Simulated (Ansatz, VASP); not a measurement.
## BN in VASP and in Ansatz

Contents of INCAR:

```
PREC     = Accurate       # precision mode
ENCUT    = 520            # plane-wave cutoff, eV
EDIFF    = 1E-6           # SCF threshold, eV
ISMEAR   = 0              # smearing method
SIGMA    = 0.02           # smearing width, eV
LREAL    = F              # projectors in reciprocal space
LASPH    = T              # aspherical terms in the spheres
NELM     = 60             # most SCF steps
ALGO     = Normal         # electronic algorithm
ISIF     = 2              # what is computed and relaxed
LWAVE    = F              # write WAVECAR
LCHARG   = F              # write CHGCAR
GGA      = PS             # functional
IBRION   = 2              # ionic algorithm
NSW      = 60             # ionic steps
EDIFFG   = -0.002         # ionic threshold
```

KPOINTS

```
regular mesh
0
Gamma
  9 9 6
```

The input POSCAR:

```
BN
1.0
    2.5118406543      0.0000000000      0.0000000000
   -1.2559203271      2.1753178168      0.0000000000
    0.0000000000      0.0000000000      4.1606277790
B N
2 2
Direct
    0.3333333333      0.6666666667     -0.0003702329
    0.6666666667      0.3333333333      0.4996297671
    0.3333333333      0.6666666667      0.3743702329
    0.6666666667      0.3333333333      0.8743702329
```

Input for Ansatz:

```yaml
crystal:
  lattice:
    - [2.5118406543, 0.0, 0.0]
    - [-1.2559203271, 2.1753178168, 0.0]
    - [0.0, 0.0, 4.160627779]
  atoms:
    - { symbol: B, position: [0.3333333333, 0.6666666667, -0.0003702329] }
    - { symbol: B, position: [0.6666666667, 0.3333333333, 0.4996297671] }
    - { symbol: "N", position: [0.3333333333, 0.6666666667, 0.3743702329] }
    - { symbol: "N", position: [0.6666666667, 0.3333333333, 0.8743702329] }
basis:
  ecutwfc: 420
kpoints:
  mp_grid: { grid: [9, 9, 6] }
hamiltonian:
  xc: pbesol
  pseudopotentials: { kind: paw, azcp: { folder: soft_1 } }
scf:
  occupations: { method: gaussian, width: 0.02 }
output:
  forces: true
  stress: true
  eigenvalues: true
relax:
  adjacent_minimum: "off"
  f_tol: 0.002
  max_steps: 40
```

Change from the starting cell: strained cell.

Alike in both runs: task relaxation of the atoms; functional PBEsol; k mesh 9 × 9 × 6; occupations gaussian, width 0.02 eV; no spin polarisation.

|  | VASP | Ansatz |
| --- | --- | --- |
| version | VASP 6.6.1 | Ansatz 0.2.0 |
| potentials or method | VASP PAW PBE potentials, release 64 (B, N) | scalar-relativistic, plane waves, PAW |
| plane-wave cutoff (eV) | 520 | 420 |
| valence electrons in the cell | 16 | 16 |

Ansatz gave:

- gap on the k mesh at the Fermi level, each at its own relaxed structure (eV): 4.88

Q: Which values does VASP return?

A: gap on the k mesh at the Fermi level, each at its own relaxed structure (eV): 4.86.

Ansatz warned: «pseudo_functional_mismatch».

Caveats: an odd mesh through Γ misses points on the zone boundary, where band edges often lie.
